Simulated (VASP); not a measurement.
Wanted: the native input for a VASP 6.6.1 run.

| Quantity | Value |
| --- | --- |
| Task | single point |
| Functional | PBE |
| Potentials or basis | VASP PAW PBE potentials, release 64 (Tm) |
| Cutoff | 520 eV |
| k mesh | 8 × 8 × 8 |
| Occupations | gaussian, width 0.05 eV |
| Spin | collinear spin, typed start |
| Starting moments | [1.25] μB |
| Dipole correction | no |
| Further INCAR settings | ALGO = Normal; EDIFF = 1e-06; NBANDS = 22 |

The structure of Tm lies in POSCAR:

```
Tm
1.0
    0.0000000000      2.5871804081      2.5871804081
    2.5871804081      0.0000000000      2.5871804081
    2.5871804081      2.5871804081      0.0000000000
Tm
1
Direct
    0.0000000000      0.0000000000      0.0000000000
```

The cell was built by a generator and needn't be a form met in nature.

These files were run (other wordings do the same):

INCAR

```
PREC     = Accurate       # precision mode
ENCUT    = 520            # plane-wave cutoff, eV
EDIFF    = 1E-6           # SCF threshold, eV
ISMEAR   = 0              # smearing method
SIGMA    = 0.05           # smearing width, eV
LREAL    = F              # projectors in reciprocal space
LASPH    = T              # aspherical terms in the spheres
NELM     = 150            # most SCF steps
ALGO     = Normal         # electronic algorithm
ISIF     = 2              # what is computed and relaxed
LWAVE    = F              # write WAVECAR
LCHARG   = F              # write CHGCAR
ISPIN    = 2              # spin polarisation
MAGMOM   = 1.25           # initial moments
LORBIT   = 11             # projections on sites
LMAXMIX  = 6              # l up to which the mixer works
GGA      = PE             # functional
NBANDS   = 22             # bands
```

KPOINTS

```
Automatic mesh
0
Gamma
  8 8 8
```

Potentials or basis: VASP PAW PBE potentials, release 64 (Tm).

The run is started by

```console
$ cat potpaw_PBE.64/Tm/POTCAR > POTCAR
$ mpirun -np 1 vasp_std > vasp.out
```

Results of the run:

| Property | Result |
| --- | --- |
| Pressure | -0.1 GPa |
| Band gap on the k mesh | none (metal or under the smearing width) |
| Net moment | 1.00 μB per cell |
| Site moments | Tm +1.16 μB |
| Valence electrons inside the program's atomic spheres | Tm 21.01 |

Caveat: the magnetic or orbital state may not be the lowest; spin-orbit coupling is left out, which moves the levels of the heavy elements.

It took 6.8 min on 1 thread of Intel(R) Xeon(R) Platinum 8488C (Sapphire Rapids), with other jobs on the host, peak memory 0.22 GiB.
